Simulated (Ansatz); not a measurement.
# Ag: how the settings move a single-point run

How sensitive is a single-point run of Ag to its settings? A reference run comes first, then one run with altered input.

Computed with Ansatz 0.2.0 (reference: DFT, PBE, PAW with Ansatz's default frozen-core files, scalar-relativistic, unless a step's input says otherwise).

**1. Starting point**

It takes space group P6_3/mmc (No. 194, hexagonal). The conventional cell has a = 2.959 Å, b = 2.959 Å, c = 4.837 Å, α = 90.00°, β = 90.00°, γ = 120.00°. Ag (site symmetry -6m2) has 12 Ag at 2.96 Å as nearest neighbours.

Structure file:

```cif
data_structure
_symmetry_space_group_name_H-M 'P6_3/mmc'
_symmetry_Int_Tables_number 194
_cell_length_a 2.9590
_cell_length_b 2.9590
_cell_length_c 4.8374
_cell_angle_alpha 90.000
_cell_angle_beta 90.000
_cell_angle_gamma 120.000
_cell_volume 36.68
loop_
_atom_site_label
_atom_site_type_symbol
_atom_site_symmetry_multiplicity
_atom_site_Wyckoff_symbol
_atom_site_fract_x
_atom_site_fract_y
_atom_site_fract_z
_atom_site_occupancy
Ag1 Ag 2 c 0.33333 0.66667 0.25000 1
```

**2. Baseline**

input.yaml

```yaml
crystal:
  lattice:
    - [2.9590098492, 0.0, 0.0]
    - [-1.4795049246, 2.5625776994, 0.0]
    - [0.0, 0.0, 4.8374288271]
  atoms:
    - { symbol: Ag, position: [0.3333333333, 0.6666666667, 0.25] }
    - { symbol: Ag, position: [0.6666666667, 0.3333333333, 0.75] }
kpoints:
  mp_grid: { grid: [14, 14, 8] }
scf:
  occupations: { method: fermi_dirac, width: 0.05 }
hamiltonian:
  xc: pbe
  pseudopotentials: { kind: paw }
output:
  forces: true
  stress: true
  eigenvalues: true
  efg: { contact_densities: true }
  write_density: true
  write_potential: true
  elf: true
  volumetric_format: npy
```

Launch:

```console
$ ansatz run input.yaml --threads 1 --pin off --max-ram 2048MiB --backend cpu --events-out ev --progress --plain --runs-dir out
```

**3. Variant: occupations.method methfessel_paxton, occupations.width 0.001, ecutwfc 800 eV**

input.yaml: that of step 2 with these lines changed.

```diff
@@ -11,3 +11,3 @@
 scf:
-  occupations: { method: fermi_dirac, width: 0.05 }
+  occupations: { method: methfessel_paxton, width: 0.001 }
 hamiltonian:
@@ -20,5 +20,3 @@
   efg: { contact_densities: true }
-  write_density: true
-  write_potential: true
-  elf: true
-  volumetric_format: npy
+basis:
+  ecutwfc: "800 eV"
```

Q: Predict the outcome of this session. Wanted: for each run, ending; energy change; pressure; gap; force.

**Answer**, as computed:

| run | ending | energy change | pressure (GPa) | gap (eV) | force (eV/Å) | cycles | time |
| --- | --- | --- | --- | --- | --- | --- | --- |
| reference | converged | 0 | -2.1 | 0.00 | 0.00 | 6 | 4.9 s |
| 1: occupations.method methfessel_paxton, occupations.width 0.001, ecutwfc 800 eV | converged | -2.0 meV/atom (σ→0) | -2.1 | 0.00 | 0.00 | 5 | 7.9 s |

Times don't compare one to one where runs were asked for different outputs or read a saved state (see the inputs); cycles may leave out searches for a lower state.

Residual by cycle in the longest SCF loop of each run; runs are numbered as in the table. The quantity is the density residual dr2, in eV.

```
cycle  reference   run 1
    1     2.1e-4  2.3e-4
    2     8.5e-5  5.2e-5
    3     2.1e-6  1.1e-6
    4     4.4e-7  1.1e-7
    5     3.2e-8  4.0e-9
    6    8.8e-10       -
```

What this shows: Changing the smearing and cutoff moves the energy by -2.0 meV/atom (σ→0 values). More than one kind of setting changed, and this run alone doesn't tell their shares apart.
